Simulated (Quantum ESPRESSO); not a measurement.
Here is a Quantum ESPRESSO 7.5 calculation.

The input run.py:

```python
import numpy as np
from ase.calculators.espresso import Espresso, EspressoProfile
from ase import Atoms

atoms = Atoms(['Te', 'Te', 'Te'],
              cell=[[4.454, 0.0, 0.0], [-2.227, 3.8572771485, 0.0], [0.0, 0.0, 5.924]],
              scaled_positions=[[0.731, 0.731, 0.0], [0.0, 0.269, 0.6666666667], [0.269, 0.0, 0.3333333333]],
              pbc=True)

input_data = {
    'control': {'calculation': 'scf', 'prefix': 'pwscf', 'outdir': './tmp', 'tprnfor': True, 'tstress': True, 'disk_io': 'nowf'},
    'system': {'ecutwfc': 45.0, 'ecutrho': 360.0, 'nbnd': 15, 'occupations': 'smearing', 'smearing': 'fd', 'degauss': 0.00367493},
    'electrons': {'conv_thr': 6e-10, 'electron_maxstep': 120, 'mixing_beta': 0.5},
}
pseudopotentials = {'Te': 'te_pbesol_v1.uspp.F.UPF'}
profile = EspressoProfile(command='mpirun -n 2 pw.x -nk 2', pseudo_dir='pseudo')
dft = Espresso(profile=profile, input_data=input_data, pseudopotentials=pseudopotentials, kpts=(7, 7, 5), koffset=(0, 0, 0))
atoms.calc = dft

print(f'energy {atoms.get_potential_energy():.8f} eV')
print('forces (eV/A)')
print(np.round(atoms.get_forces(), 6))
print('stress (eV/A^3, Voigt)')
print(np.round(atoms.get_stress(), 8))
print(f'Fermi level {dft.get_fermi_level():.4f} eV')
```

Potentials or basis: GBRV 1.5 PBEsol.

Command:

```sh
$ OMP_NUM_THREADS=1 python run.py
```

Task: Estimate the largest force.

Result: 0.196 eV/Å.

Task: Estimate the pressure.

Result: -1.0 GPa.

Forces on the atoms (eV/Å):
```
Te  -0.098 -0.170  0.000
Te  -0.098  0.170  0.000
Te   0.196  0.000  0.000
```
